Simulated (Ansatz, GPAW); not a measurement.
## A Pd chain with two C atoms in line: relaxation, then transmission at several levels

Wanted: T(E) of a Pd chain with two C atoms in line at a relaxed geometry in two programs, beside the unrelaxed structure.

Method: Ansatz plane waves; relaxation of the junction with the lead ends held, in the first sound run; inputs show where later runs differ, in GPAW 26.7.0 and Ansatz 0.2.0.

Report form: the programs' logs are mostly left out.

### 1. Set-up

The cell holds 18 atoms: 16 Pd and 2 C. Its edges and angles: a = 9.000 Å, b = 9.000 Å, c = 42.497 Å, α = 90.0°, β = 90.0°, γ = 90.0°. Regions: left lead, 8 atoms (8 Pd); channel, 2 atoms (2 C); right lead, 8 atoms (8 Pd). Vacuum lies along a and b. The structure is stacked along c, and the current runs across the ab planes.

### 2. Relaxation

Transmission follows bond lengths closely, so the atoms between the held lead ends are relaxed first, from a slightly shaken start that lets symmetry break.

File input.yaml:

```yaml
crystal:
  lattice:
    - [9.0, 0.0, 0.0]
    - [0.0, 9.0, 0.0]
    - [0.0, 0.0, 42.497]
  atoms:
    - { symbol: Pd, position: [0.5, 0.5, 0.029413841] }
    - { symbol: Pd, position: [0.5, 0.5, 0.0882415229] }
    - { symbol: Pd, position: [0.5, 0.5, 0.1470692049] }
    - { symbol: Pd, position: [0.5, 0.5, 0.2058968868] }
    - { symbol: Pd, position: [0.5, 0.5, 0.2647245688] }
    - { symbol: Pd, position: [0.5, 0.5, 0.3235522507] }
    - { symbol: Pd, position: [0.4985588666, 0.4962330108, 0.3828556206] }
    - { symbol: Pd, position: [0.4963072847, 0.5067130519, 0.4418599751] }
    - { symbol: C, position: [0.4988024569, 0.5019017191, 0.486077786] }
    - { symbol: C, position: [0.5094465647, 0.4969224511, 0.5158117564] }
    - { symbol: Pd, position: [0.5017258021, 0.4990681632, 0.5595634032] }
    - { symbol: Pd, position: [0.5016892477, 0.5035874695, 0.6172488182] }
    - { symbol: Pd, position: [0.5, 0.5, 0.6764477493] }
    - { symbol: Pd, position: [0.5, 0.5, 0.7352754312] }
    - { symbol: Pd, position: [0.5, 0.5, 0.7941031132] }
    - { symbol: Pd, position: [0.5, 0.5, 0.8529307951] }
    - { symbol: Pd, position: [0.5, 0.5, 0.9117584771] }
    - { symbol: Pd, position: [0.5, 0.5, 0.970586159] }
kpoints:
  mp_grid: { grid: [1, 1, 2] }
hamiltonian:
  xc: pbe
scf:
  occupations: { method: fermi_dirac, width: 0.1 }
relax:
  f_tol: 0.03
  max_steps: 80
  constraints: [{ sites: [0, 1, 2, 3, 4, 5, 12, 13, 14, 15, 16, 17] }]
```

Launch:

```
> ansatz run input.yaml --threads 4 --pin off --max-ram 8192MiB --backend cpu --events-out ev --progress --plain --runs-dir out
```

Run time: 2.4 min. Hardware: 4 threads of Arm Neoverse V2, shared host; peak memory 5 GiB; 9.5 min of CPU time.

The steps of the relaxation:

| step | energy less that of the first step (eV) | largest force component (eV/Å) |
| --- | --- | --- |
| 1 | 0.0000 | 1.2394 |
| 2 | -0.0246 | 0.3417 |
| 3 | -0.0780 | 0.5886 |
| 4 | -0.1583 | 0.5578 |
| 5 | -0.1933 | 0.1525 |
| 6 | -0.2037 | 0.0492 |
| 7 | -0.2044 | 0.0069 |
| 8 | -0.2046 | 0.0069 |

The atoms that moved most (Å):

| atom | dx | dy | dz | length |
| --- | --- | --- | --- | --- |
| Pd11 | -0.205 | -0.562 | -0.067 | 0.602 |
| Pd8 | 0.027 | 0.547 | 0.012 | 0.548 |
| Pd12 | 0.050 | 0.228 | -0.065 | 0.242 |
| Pd7 | 0.000 | -0.216 | 0.063 | 0.225 |
| C10 | -0.143 | -0.069 | -0.034 | 0.162 |
| C9 | -0.012 | 0.102 | -0.039 | 0.110 |

This step gave:

* free energy: -112024.5849 eV
* smearing term TS: 1.697 eV
* symmetry operations: 1

The relaxation lowered the energy of the cell by 0.205 eV.

### 3. Plane waves, PBE

A plane-wave run comes first: its basis does not favour the atoms, so it serves as the reference for the orbital bases.

This step: Ansatz plane waves; Landauer transmission by layers, zero bias (Ansatz 0.2.0).

File input.yaml:

```yaml
crystal:
  lattice:
    - [9.0, 0.0, 0.0]
    - [0.0, 9.0, 0.0]
    - [0.0, 0.0, 42.497]
  atoms:
    - { symbol: Pd, position: [0.5, 0.5, 0.029413841] }
    - { symbol: Pd, position: [0.5, 0.5, 0.0882415229] }
    - { symbol: Pd, position: [0.5, 0.5, 0.1470692049] }
    - { symbol: Pd, position: [0.5, 0.5, 0.2058968868] }
    - { symbol: Pd, position: [0.5, 0.5, 0.2647245688] }
    - { symbol: Pd, position: [0.5, 0.5, 0.3235522507] }
    - { symbol: Pd, position: [0.4985664479, 0.4722155676, 0.3843328683] }
    - { symbol: Pd, position: [0.4992556264, 0.5674660675, 0.4421541098] }
    - { symbol: C, position: [0.497448706, 0.5132846568, 0.4851611342] }
    - { symbol: C, position: [0.4935913835, 0.4892964834, 0.515004627] }
    - { symbol: Pd, position: [0.4789345897, 0.4366179185, 0.5579786018] }
    - { symbol: Pd, position: [0.5071999477, 0.5289121976, 0.6157089614] }
    - { symbol: Pd, position: [0.5, 0.5, 0.6764477493] }
    - { symbol: Pd, position: [0.5, 0.5, 0.7352754312] }
    - { symbol: Pd, position: [0.5, 0.5, 0.7941031132] }
    - { symbol: Pd, position: [0.5, 0.5, 0.8529307951] }
    - { symbol: Pd, position: [0.5, 0.5, 0.9117584771] }
    - { symbol: Pd, position: [0.5, 0.5, 0.970586159] }
kpoints:
  mp_grid: { grid: [1, 1, 2] }
hamiltonian:
  xc: pbe
scf:
  occupations: { method: fermi_dirac, width: 0.1 }
output:
  transmission:
    leads: [[0, 1]]
    e_range: [-2, 2]
    de: 0.025
    kmesh: [1, 1]
    reduced_basis: true
  write_potential: true
  write_density: true
  volumetric_format: npy
```

Elapsed: 2.3 min, on 4 threads; peak memory 5.2 GiB.

Numbers from this step:

```yaml
free_energy: -112024.5851 eV
lead_level: 0 eV from the Fermi level
transmission_at_the_fermi_level_one_spin: 2.465
open_channels_of_the_lead_at_the_fermi_level_one_spin: 4
step_of_the_potential_along_the_lead: 1.2 meV
offset_of_the_lead: 0 Å
filling_of_the_lead_less_its_bulk_value_in_size: 10.9 meV
conductance: 2.377 G₀
```

One spin. Table of transmission, zone mean by energy, zero at the Fermi level:

| energy (eV) | transmission, zone mean |
| --- | --- |
| -2.000 | 1.12 |
| -1.900 | 1.15 |
| -1.800 | 1.25 |
| -1.700 | 1.41 |
| -1.600 | 1.60 |
| -1.500 | 1.76 |
| -1.425 | 1.80 |
| -1.400 | 1.79 |
| -1.300 | 1.61 |
| -1.200 | 1.15 |
| -1.100 | 0.650 |
| -1.000 | 0.525 |
| -0.900 | 1.61 |
| -0.850 | 1.80 |
| -0.800 | 1.75 |
| -0.700 | 1.39 |
| -0.600 | 2.04 |
| -0.500 | 1.13 |
| -0.400 | 1.81 |
| -0.300 | 1.93 |
| -0.200 | 2.43 |
| -0.100 | 2.66 |
| 0.000 | 2.47 |
| 0.100 | 1.41 |
| 0.200 | 0.334 |
| 0.300 | 0.263 |
| 0.400 | 0.206 |
| 0.500 | 0.166 |
| 0.600 | 0.137 |
| 0.700 | 0.116 |
| 0.800 | 0.101 |
| 0.900 | 0.0905 |
| 1.000 | 0.0829 |
| 1.100 | 0.0774 |
| 1.200 | 0.0735 |
| 1.300 | 0.0708 |
| 1.400 | 0.0690 |
| 1.500 | 0.0680 |
| 1.600 | 0.0677 |
| 1.700 | 0.0679 |
| 1.800 | 0.0686 |
| 1.900 | 0.0697 |
| 2.000 | 0.0713 |

One spin. Open channels, zone mean against energy, zero at the Fermi level:

| energy (eV) | open channels, zone mean |
| --- | --- |
| -2.000 | 3 |
| -1.900 | 3 |
| -1.800 | 3 |
| -1.700 | 3 |
| -1.600 | 3 |
| -1.500 | 3 |
| -1.400 | 3 |
| -1.300 | 3 |
| -1.200 | 3 |
| -1.100 | 5 |
| -1.000 | 5 |
| -0.900 | 5 |
| -0.800 | 5 |
| -0.700 | 5 |
| -0.600 | 5 |
| -0.500 | 4 |
| -0.400 | 4 |
| -0.300 | 4 |
| -0.200 | 4 |
| -0.100 | 4 |
| 0.000 | 4 |
| 0.100 | 4 |
| 0.200 | 1 |
| 0.300 | 1 |
| 0.400 | 1 |
| 0.500 | 1 |
| 0.600 | 1 |
| 0.700 | 1 |
| 0.800 | 1 |
| 0.900 | 1 |
| 1.000 | 1 |
| 1.100 | 1 |
| 1.200 | 1 |
| 1.300 | 1 |
| 1.400 | 1 |
| 1.500 | 1 |
| 1.600 | 1 |
| 1.700 | 1 |
| 1.800 | 1 |
| 1.900 | 1 |
| 2.000 | 1 |

Crystal 0, spin -, k parallel (0, 0); distinct values, listed up to 1.5 1/Å. The Im kz of the slowest decaying states by energy, zero at the Fermi level:

| energy (eV) | decay 1 (Å⁻¹) | decay 2 (Å⁻¹) | decay 3 (Å⁻¹) | decay 4 (Å⁻¹) |
| --- | --- | --- | --- | --- |
| -2.000 | 0.728 | 0.817 | 0.818 | 1.35 |
| -1.800 | 0.678 | 0.726 | 0.727 | 1.33 |
| -1.600 | 0.611 | 0.612 | 0.624 | 1.31 |
| -1.400 | 0.448 | 0.449 | 0.564 | 1.29 |
| -1.200 | 0.0277 | 0.0394 | 0.497 | 1.27 |
| -1.000 | 0.418 | 1.25 | 1.26 | 1.37 |
| -0.800 | 0.319 | 1.23 | 1.23 | 1.24 |
| -0.600 | 0.172 | 1.21 | 1.22 | 1.33 |
| -0.400 | 0.400 | 0.400 | 1.19 | 1.20 |
| -0.200 | 0.554 | 1.17 | 1.17 | 1.28 |
| 0.000 | 0.658 | 0.658 | 1.15 | 1.15 |
| 0.200 | 0.087 | 0.0873 | 0.100 | 0.736 |
| 0.400 | 0.177 | 0.177 | 0.225 | 0.799 |
| 0.600 | 0.228 | 0.228 | 0.301 | 0.851 |
| 0.800 | 0.263 | 0.263 | 0.361 | 0.895 |
| 1.000 | 0.289 | 0.289 | 0.411 | 0.933 |
| 1.200 | 0.307 | 0.307 | 0.454 | 0.967 |
| 1.400 | 0.320 | 0.320 | 0.491 | 0.972 |
| 1.600 | 0.327 | 0.327 | 0.525 | 0.944 |
| 1.800 | 0.330 | 0.330 | 0.554 | 0.915 |
| 2.000 | 0.327 | 0.327 | 0.581 | 0.884 |

Crystal 0, spin -, k parallel (0, 0). Re kz of states that move upwards against energy, zero at the Fermi level:

| energy (eV) | channel 1 (Å⁻¹) | channel 2 (Å⁻¹) | channel 3 (Å⁻¹) | channel 4 (Å⁻¹) | channel 5 (Å⁻¹) |
| --- | --- | --- | --- | --- | --- |
| -2.0000 | -0.781 | -0.780 | 0.603 | - | - |
| -1.7500 | -0.694 | -0.694 | 0.646 | - | - |
| -1.5000 | -0.615 | -0.615 | 0.689 | - | - |
| -1.2500 | -0.541 | -0.541 | 0.735 | - | - |
| -1.0000 | -0.470 | -0.470 | 0.492 | 0.493 | 0.783 |
| -0.7500 | -0.398 | -0.398 | 0.825 | 0.825 | 0.837 |
| -0.5000 | -0.325 | -0.324 | 0.0787 | 0.899 | - |
| -0.2500 | -0.244 | -0.243 | 0.308 | 0.975 | - |
| 0.0000 | -0.141 | -0.140 | 0.425 | 1.08 | - |
| 0.2500 | 0.513 | - | - | - | - |
| 0.5000 | 0.584 | - | - | - | - |
| 0.7500 | 0.644 | - | - | - | - |
| 1.0000 | 0.695 | - | - | - | - |
| 1.2500 | 0.740 | - | - | - | - |
| 1.5000 | 0.781 | - | - | - | - |
| 1.7500 | 0.818 | - | - | - | - |
| 2.0000 | 0.853 | - | - | - | - |

The electrostatic potential energy of an electron (with the applied field's), less the Fermi level, planar mean oscillates, so the rows of the table below give means over windows of 2.51 Å about each position, cut where the curve ends. Its first 14 maxima inside the range that stand out by 2 % of the span (Å: eV): 2.5: 5.04, 5.0: 5.04, 7.5: 5.04, 10.0: 5.04, 12.5: 5.05, 15.1: 5.07, 17.6: 5.04, 19.9: 5.42, 21.2: 5.45, 22.6: 5.42, 24.9: 5.03, 27.4: 5.07, 30.0: 5.05, 32.5: 5.04. Its first 14 minima: 1.2: 3.42, 3.7: 3.42, 6.2: 3.42, 8.7: 3.42, 11.2: 3.42, 13.7: 3.41, 16.4: 3.42, 18.7: 3.67, 20.7: 4.76, 21.8: 4.76, 23.8: 3.67, 26.1: 3.42, 28.8: 3.41, 31.3: 3.42.

Electrostatic potential energy of an electron (with the applied field's), less the Fermi level, planar mean against z; means over each step:

| z (Å) | electrostatic potential energy of an electron (with the applied field's), less the Fermi level, planar mean (eV) |
| --- | --- |
| 1.25 | 4.29 |
| 3.76 | 4.29 |
| 6.27 | 4.29 |
| 8.79 | 4.29 |
| 11.29 | 4.30 |
| 13.80 | 4.30 |
| 16.31 | 4.30 |
| 18.82 | 4.54 |
| 21.33 | 5.07 |
| 23.84 | 4.51 |
| 26.35 | 4.30 |
| 28.86 | 4.29 |
| 31.37 | 4.29 |
| 33.88 | 4.29 |
| 36.40 | 4.29 |
| 38.91 | 4.29 |
| 41.41 | 4.18 |

The valence density, planar mean oscillates, so the rows of the table below give means over windows of 2.51 Å about each position, cut where the curve ends. Its first 14 maxima inside the range that stand out by 2 % of the span (Å: e/Å³): 1.2: 0.209, 3.7: 0.209, 6.2: 0.210, 8.7: 0.210, 11.2: 0.211, 13.7: 0.211, 16.4: 0.210, 18.7: 0.211, 21.5: 0.0406, 23.8: 0.211, 26.1: 0.210, 28.8: 0.211, 31.3: 0.211, 33.8: 0.210. Its first 14 minima: 2.5: 0.0148, 5.0: 0.0149, 7.5: 0.0149, 10.0: 0.0149, 12.5: 0.0149, 15.1: 0.0131, 17.6: 0.0141, 19.8: 0.0273, 22.7: 0.0273, 24.9: 0.0141, 27.4: 0.0132, 30.0: 0.0149, 32.5: 0.0149, 35.0: 0.0149.

Table of valence density, planar mean by z; means over each step:

| z (Å) | valence density, planar mean (e/Å³) |
| --- | --- |
| 1.25 | 0.0886 |
| 3.76 | 0.0886 |
| 6.27 | 0.0886 |
| 8.79 | 0.0886 |
| 11.29 | 0.0886 |
| 13.80 | 0.0883 |
| 16.31 | 0.0884 |
| 18.82 | 0.0905 |
| 21.33 | 0.0376 |
| 23.84 | 0.0896 |
| 26.35 | 0.0883 |
| 28.86 | 0.0884 |
| 31.37 | 0.0886 |
| 33.88 | 0.0886 |
| 36.40 | 0.0886 |
| 38.91 | 0.0886 |
| 41.41 | 0.0993 |

T at the Fermi level is 2.47 of 4 open channels a spin.

### 4. GPAW, dzp

Localised orbitals split the wire into layers that couple to their neighbours alone, which is what the Green's function method needs; double zeta with polarisation is the usual level for numbers.

This step: GPAW LCAO, PAW setups; Landauer transmission from Green's functions with principal layers (ASE), zero bias (GPAW 26.7.0).

File run.py:

```python
import json
import numpy as np
from ase import Atoms
from ase.transport.calculators import TransportCalculator
from gpaw import GPAW, FermiDirac
from gpaw.lcao.tools import get_lcao_hamiltonian
from scipy.linalg import eigh

# The junction with lead layers at both ends, along the third cell vector
device = Atoms(
    ['Pd', 'Pd', 'Pd', 'Pd', 'Pd', 'Pd', 'Pd', 'Pd', 'C', 'C', 'Pd', 'Pd', 'Pd', 'Pd', 'Pd', 'Pd', 'Pd', 'Pd'],
    positions=[
        [4.50000, 4.50000, 1.25000],
        [4.50000, 4.50000, 3.75000],
        [4.50000, 4.50000, 6.25000],
        [4.50000, 4.50000, 8.75000],
        [4.50000, 4.50000, 11.25000],
        [4.50000, 4.50000, 13.75000],
        [4.48710, 4.24994, 16.33299],
        [4.49330, 5.10719, 18.79022],
        [4.47704, 4.61956, 20.61789],
        [4.44232, 4.40367, 21.88615],
        [4.31041, 3.92956, 23.71242],
        [4.56480, 4.76021, 26.16578],
        [4.50000, 4.50000, 28.74700],
        [4.50000, 4.50000, 31.24700],
        [4.50000, 4.50000, 33.74700],
        [4.50000, 4.50000, 36.24700],
        [4.50000, 4.50000, 38.74700],
        [4.50000, 4.50000, 41.24700]],
    cell=[[9.0, 0.0, 0.0], [0.0, 9.0, 0.0], [0.0, 0.0, 42.497]],
    pbc=True)

# One principal layer of the lead: the first 5 atoms of the device
lead = Atoms(
    ['Pd', 'Pd', 'Pd', 'Pd', 'Pd'],
    positions=[
        [4.50000, 4.50000, 1.25000],
        [4.50000, 4.50000, 3.75000],
        [4.50000, 4.50000, 6.25000],
        [4.50000, 4.50000, 8.75000],
        [4.50000, 4.50000, 11.25000]],
    cell=[[9.0, 0.0, 0.0], [0.0, 9.0, 0.0], [0.0, 0.0, 12.5]],
    pbc=True)

settings = dict(mode='lcao', basis='dzp', xc='PBE', h=0.2,
                occupations=FermiDirac(0.1), maxiter=250,
                mixer=dict(beta=0.1, nmaxold=8, weight=100.0),
                convergence=dict(density=0.0001))
energies = np.arange(-2, 2 + 1e-9, 0.025)
eta = 0.0001
n1, n2 = 1, 1
# k and -k transmit alike, so half of the mesh across the current serves
mesh = [(i, j) for i in range(n1) for j in range(n2) if (i, j) <= (-i % n1, -j % n2)]
weights = np.array([1 if (i, j) == (-i % n1, -j % n2) else 2 for i, j in mesh]) / (n1 * n2)

# [... helper functions left out ...]
fermi_lead = ground_state(lead, (1, 1, 9), 'lead.txt')
fermi_device = ground_state(device, (1, 1, 2), 'device.txt')
# [... loop over the mesh left out, but for ...]
        # Shift the lead onto the potential of the device's first layer
        shift = ((H[:, 0, 0] - H0[:, 0, 0]) / S0[0, 0]).real.mean()
# [...]
kT = 8.617333e-5 * 300
bias = [0.1, 0.2, 0.5, 1.0, 1.5, 2.0]
# [... integrals and printing left out ...]
```

Launch:

```
> OMP_NUM_THREADS=1 OPENBLAS_NUM_THREADS=1 python run.py
```

Elapsed: 6.5 min, on 1 thread; peak memory 1.7 GiB.

Numbers from this step:

| Property | Result |
| --- | --- |
| conductance | 2.337 G₀ |
| largest coupling past the next principal layer | 1.07e-4 eV |
| largest misfit of the first principal layer | 0.04395 eV |
| shift that aligns the lead | -0.001400 eV |
| basis functions of the junction | 458 |
| basis functions of a principal layer | 135 |
| transmission at the Fermi level (one spin) | 2.455 |

One spin. The transmission, zone mean by energy, zero at the Fermi level:

energy (eV), transmission, zone mean and a bar:
```
   -2.000       1.01 ###########
   -1.900       1.05 ###########
   -1.800       1.15 ############
   -1.700       1.29 ##############
   -1.600       1.47 ################
   -1.500       1.64 ##################
   -1.400       1.74 ###################
   -1.375       1.74 ###################
   -1.300       1.70 ##################
   -1.200       1.45 ###############
   -1.100       1.01 ##########
   -1.000       0.55 #####
   -0.900       0.55 #####
   -0.800       1.80 ###################
   -0.775       1.86 ####################
   -0.700       1.66 ##################
   -0.600       1.29 ##############
   -0.500       1.93 #####################
   -0.400       1.66 ##################
   -0.300       1.78 ###################
   -0.200       2.34 #########################
   -0.100       2.76 ##############################
    0.000       2.46 ###########################
    0.100       1.09 ###########
    0.200       0.39 ####
    0.300       0.30 ###
    0.400       0.23 ##
    0.500       0.18 #
    0.600       0.15 #
    0.700       0.12 #
    0.800       0.11 
    0.900       0.09 
    1.000       0.09 
    1.100       0.08 
    1.200       0.07 
    1.300       0.07 
    1.400       0.07 
    1.500       0.07 
    1.600       0.07 
    1.700       0.07 
    1.800       0.07 
    1.900       0.07 
    2.000       0.07
```

Crossings of the lead's bands, unfolded to its shortest repeat. Table of open channels, zone mean by energy, zero at the Fermi level:

energy (eV), open channels, zone mean and a bar from the least value:
```
   -2.000       3.00 ###############
   -1.800       3.00 ###############
   -1.600       3.00 ###############
   -1.400       3.00 ###############
   -1.200       3.00 ###############
   -1.000       5.00 ##############################
   -0.800       5.00 ##############################
   -0.600       5.00 ##############################
   -0.400       4.00 ######################
   -0.200       4.00 ######################
    0.000       4.00 ######################
    0.200       1.00 
    0.400       1.00 
    0.600       1.00 
    0.800       1.00 
    1.000       1.00 
    1.200       1.00 
    1.400       1.00 
    1.600       1.00 
    1.800       1.00 
    2.000       1.00
```

Not self-consistent under bias; the bias window is split evenly. Current through one cell, from the zero-bias transmission against bias:

| bias (V) | current through one cell, from the zero-bias transmission (μA) |
| --- | --- |
| 0.100 | 17.8 |
| 0.200 | 33.8 |
| 0.500 | 68.4 |
| 1.000 | 105 |
| 1.500 | 137 |
| 2.000 | 159 |

Table of transmission of the three most open eigenchannels by energy, zero at the Fermi level:

| energy (eV) | channel 1 | channel 2 | channel 3 |
| --- | --- | --- | --- |
| -2.000 | 0.781 | 0.225 | 0.00630 |
| -1.900 | 0.821 | 0.217 | 0.0135 |
| -1.800 | 0.861 | 0.257 | 0.0282 |
| -1.700 | 0.896 | 0.336 | 0.0552 |
| -1.600 | 0.922 | 0.449 | 0.0958 |
| -1.500 | 0.934 | 0.566 | 0.141 |
| -1.400 | 0.931 | 0.635 | 0.173 |
| -1.300 | 0.908 | 0.607 | 0.181 |
| -1.200 | 0.855 | 0.441 | 0.159 |
| -1.100 | 0.741 | 0.173 | 0.0937 |
| -1.000 | 0.521 | 0.0172 | 0.00939 |
| -0.900 | 0.399 | 0.122 | 0.0274 |
| -0.800 | 0.820 | 0.723 | 0.260 |
| -0.700 | 0.776 | 0.700 | 0.186 |
| -0.600 | 0.684 | 0.435 | 0.168 |
| -0.500 | 0.759 | 0.741 | 0.426 |
| -0.400 | 0.993 | 0.489 | 0.177 |
| -0.300 | 0.735 | 0.697 | 0.346 |
| -0.200 | 0.865 | 0.854 | 0.618 |
| -0.100 | 0.988 | 0.919 | 0.852 |
| 0.000 | 0.945 | 0.882 | 0.629 |
| 0.100 | 0.431 | 0.358 | 0.302 |
| 0.200 | 0.391 | 2.5e-7 | 1.4e-11 |
| 0.300 | 0.297 | 2.5e-7 | 0 |
| 0.400 | 0.230 | 2.6e-7 | 0 |
| 0.500 | 0.182 | 2.6e-7 | 0 |
| 0.600 | 0.149 | 2.6e-7 | 0 |
| 0.700 | 0.125 | 2.7e-7 | 0 |
| 0.800 | 0.107 | 2.7e-7 | 0 |
| 0.900 | 0.0948 | 2.8e-7 | 0 |
| 1.000 | 0.0856 | 2.8e-7 | 0 |
| 1.100 | 0.0790 | 2.8e-7 | 0 |
| 1.200 | 0.0742 | 2.9e-7 | 0 |
| 1.300 | 0.0708 | 2.9e-7 | 0 |
| 1.400 | 0.0684 | 3.0e-7 | 0 |
| 1.500 | 0.0670 | 3.0e-7 | 0 |
| 1.600 | 0.0662 | 3.1e-7 | 0 |
| 1.700 | 0.0660 | 3.1e-7 | 0 |
| 1.800 | 0.0664 | 3.2e-7 | 0 |
| 1.900 | 0.0672 | 3.2e-7 | 0 |
| 2.000 | 0.0684 | 3.2e-7 | 0 |

At the Fermi level T is 2.46 against 2.47 in plane waves. Couplings past the next layer reach 1.1e-4 eV, small enough to drop; the matrix elements of the cell's first layer differ from the bulk lead's by up to 0.044 eV. That layer keeps its own values in the calculation, and only beyond it is the lead taken as perfect. The Fermi levels of lead and junction count from different zeros of potential, one for each periodic cell; with both set to zero, the small remaining shift is what aligns them. By hand: G = 2.337 × 77.48 μS = 181 μS, a resistance of 5.52 kΩ; at 0.1 V a linear junction would pass 18.1 μA, and the integral over the bias window gives 17.8 μA.

[end of part 1 of 2]

[Logs are printed without paths, hosts, clocks, repeated set-up lines and the standing remarks that a program may print on its own settings, such as how far it seeks lower states.]

[Hosts, paths, dates, database ids (printed as entryN), source tags and the programs' standing remarks are cut or masked in the printed files.]
